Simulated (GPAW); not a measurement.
Here is a GPAW 26.7.0 calculation.

run.py

```python
from ase.calculators.mixing import SumCalculator
from ase.filters import FrechetCellFilter
from ase.io import read, write
from ase.optimize import BFGS
from dftd3.ase import DFTD3
from gpaw import GPAW, PW, setup_paths

setup_paths.insert(0, '.')

atoms = read('Ru.cif')

calc = GPAW(mode=PW(600),
            xc='PBEsol',
            kpts={'size': (8, 8, 5), 'gamma': True},
            occupations={'name': 'fermi-dirac', 'width': 0.05},
            nbands=29,
            convergence={'density': 1e-05, 'energy': 1e-05},
            maxiter=150,
            txt='gpaw.txt')
atoms.calc = SumCalculator([calc, DFTD3(method='pbesol', damping='d3bj')])
opt = BFGS(FrechetCellFilter(atoms), trajectory='relax.traj', logfile='-')
done = opt.run(fmax=0.05, steps=40)
calc.write('gs.gpw')
write('result.traj', atoms)
print('Converged:', done)
print('Cell:', atoms.cell.cellpar().round(4))
print('Volume:', round(atoms.get_volume(), 4))
print(atoms.get_scaled_positions().round(5))
```

Contents of Ru.cif:

```cif
data_Ru
_cell_length_a 2.70580000
_cell_length_b 2.70580000
_cell_length_c 4.28190000
_cell_angle_alpha 90.00000000
_cell_angle_beta 90.00000000
_cell_angle_gamma 120.00000000
_space_group_name_H-M_alt 'P1'
_space_group_name_Hall 'P 1'
_space_group_IT_number 1
loop_
_space_group_symop_operation_xyz
'x,y,z'
loop_
_atom_site_label
_atom_site_type_symbol
_atom_site_symmetry_multiplicity
_atom_site_Wyckoff_symbol
_atom_site_fract_x
_atom_site_fract_y
_atom_site_fract_z
_atom_site_occupancy
Ru1 Ru 1 a 0.6666666667 0.3333333333 0.7500000000 1
Ru2 Ru 1 a 0.3333333333 0.6666666667 0.2500000000 1
```

Potentials or basis: PAW data sets generated in the run's folder for this functional, pw.

Command:

```bash
$ gpaw-setup -f PBEsol Ru
$ OMP_NUM_THREADS=1 python run.py
```

Question: Estimate the relaxed volume.

Answer: 12.98 Å³/atom.

Question: Estimate the relaxed cell.

Answer: a = 2.666 Å, b = 2.666 Å, c = 4.215 Å, α = 90.00°, β = 90.00°, γ = 120.00°.

Question: What does it give for the space group after relaxing (to 0.05 Å)?

Answer: P6_3/mmc (No. 194).

Question: Predict the band gap on the k mesh.

Answer: None (metal or under the smearing width).

Stress tensor (GPa, compression positive):
```
0.32 0.00 0.00
0.00 0.32 0.00
0.00 0.00 0.58
```

Caveat: later steps reuse the first step's grids; pairwise dispersion overbinds metals, which lowers pressure and volume.
